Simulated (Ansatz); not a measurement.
The system is Co.

```xyz
4
Lattice="2.4706 0.0000 0.0000 -1.2353 2.1396 0.0000 0.0000 0.0000 8.0882" Properties=species:S:1:pos:R:3 pbc="T T T"
Co    1.2353    0.7132    6.0662
Co    0.0000    0.0000    4.0441
Co    0.0000    1.4264    2.0221
Co    0.0000    0.0000    0.0000
```

Alike in all runs: program Ansatz 0.2.0; functional PBE; potentials or basis Ansatz PAW; cutoff 420 eV (not typed: the program's choice for these potentials); k mesh 10 × 10 × 3; occupations fermi-dirac, width 0.05 eV.

**Question.** Only the start or the spin constraint differs. Which run ends lowest in energy?
A. collinear spin, program default start; fixed moment 0
B. collinear spin, ferromagnetic start of up to 1 μB; fixed moment 4
C. collinear spin, ferromagnetic start of up to 0.5 μB; fixed moment 2
D. collinear spin, ferromagnetic start of up to 2 μB; fixed moment 8
E. collinear spin, ferromagnetic start of up to 1.5 μB; fixed moment 6
F. collinear spin, ferromagnetic start of up to 2.5 μB; fixed moment 10

**Answer.** E.

```tsv
start	free energy over the lowest (meV/atom)	net moment (μB)	site or absolute moments (μB)	gap
collinear spin, ferromagnetic start of up to 4 μB; fixed moment 16	6001.1	16.00	Co +3.53	-
collinear spin, ferromagnetic start of up to 2.5 μB; fixed moment 10	677.5	10.00	Co +2.42, +2.41	-
collinear spin, ferromagnetic start of up to 1 μB; fixed moment 4	97.7	4.00	Co +0.81, +1.31	-
collinear spin, ferromagnetic start of up to 0.5 μB; fixed moment 2	158.4	2.00	Co +0.09, +0.97	-
collinear spin, ferromagnetic start of up to 1.5 μB; fixed moment 6	0.0	6.00	Co +1.59, +1.56	-
collinear spin, program default start; fixed moment 0	183.7	0.00	-	-
collinear spin, ferromagnetic start of up to 2 μB; fixed moment 8	107.1	8.00	Co +2.03, +2.01	-
collinear spin, ferromagnetic start of up to 3 μB; fixed moment 12	1864.9	12.00	Co +2.80, +2.78	-
```

All polarised runs hold their moment fixed, so the table maps the energy against it. A still lower state may exist.

Caveats: the total moment is fixed, so each spin has its own Fermi level.
